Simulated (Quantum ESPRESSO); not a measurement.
## Nd in Quantum ESPRESSO: convergence with density cutoff

The system is Nd.

```
CELL_PARAMETERS angstrom
3.65700 0.00000 0.00000
-1.82850 3.16705 0.00000
0.00000 0.00000 5.90200
ATOMIC_POSITIONS crystal
Nd 0.66667 0.33333 0.75000
Nd 0.33333 0.66667 0.25000
```

This isn't the form of Nd at room conditions, which is double hcp.

```yaml
Program: Quantum ESPRESSO 7.5
Task: single point
Functional: PBE
Potentials_or_basis: JTH 2.0 PBE
Cutoff: 680 eV
Density_cutoff: 2721 eV
k_mesh: 8 × 8 × 5
Occupations: gaussian, width 0.1 eV
Spin: collinear spin, ferromagnetic start
Starting_moments: "[3.0, 3.0] μB"
```

These are the settings of the first run; the series varies density cutoff, with any setting tied to it.

Hardware: 1 thread of Arm Neoverse V1, with other jobs on the host.

```csv
density cutoff,"energy less the tightest run, at zero smearing (meV/atom)",SCF cycles,CPU time (s),peak memory (GiB)
200 Ry,-0.03,22,280,0.3
250 Ry,-0.02,22,280,0.39
300 Ry,-0.02,22,300,0.48
350 Ry,-0.01,22,310,0.58
400 Ry,0.00,22,310,0.69
500 Ry,0.00,22,330,0.9
600 Ry,0.00,22,360,1.1
800 Ry,0.00,22,440,1.7
```

Against the tightest run, the energy stays within 1 meV/atom from 200 Ry on. The tightest run that finished is the yardstick and may itself not be fully converged.

Caveat, for the tightest run too: the magnetic or orbital state may not be the lowest. The state reached can hang on the start; a lower one may exist.
